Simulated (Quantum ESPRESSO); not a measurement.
MgO:

```
Mg O
1.0
     0.00000    2.09700    2.09700
     2.09700    0.00000    2.09700
     2.09700    2.09700    0.00000
Mg O
1 1
Direct
  0.00000 0.00000 0.00000
  0.50000 0.50000 0.50000
```

The cell is a database's computed one.

- Program: Quantum ESPRESSO 7.5
- Task: phonons
- Functional: LDA
- Potentials or basis: PseudoDojo 0.4.1 SR LDA standard
- Cutoff: 1143 eV
- Density cutoff: 4572 eV
- k mesh: 6 × 6 × 6, shifted
- Occupations: fermi-dirac, width 0.05 eV
- Spin: no spin polarisation
- Form of the LDA correlation: PW92
- Mixing beta: 0.5
- Most SCF iterations: 120
- SCF threshold: 4e-10 Ry

The cell and the atoms were relaxed first, to 9.00 Å³/atom (a = 2.942 Å, b = 2.942 Å, c = 2.942 Å, α = 60.00°, β = 60.00°, γ = 60.00°), and the response was taken there.

The first run showed a gap, so the response started from a second, tighter run with fixed occupations.

The run gives a transverse optical frequency of 409 cm⁻¹, an electronic dielectric constant of 3.17 and Born charges of ±1.97 e.

Q: What are the longitudinal frequency and the static dielectric constant?

A: The longitudinal mode lies at 718 cm⁻¹, 309 cm⁻¹ over the transverse one, and the static constant is 9.75. The two agree with the Lyddane-Sachs-Teller relation: (718/409)² = 3.08 and 9.75/3.17 = 3.08.
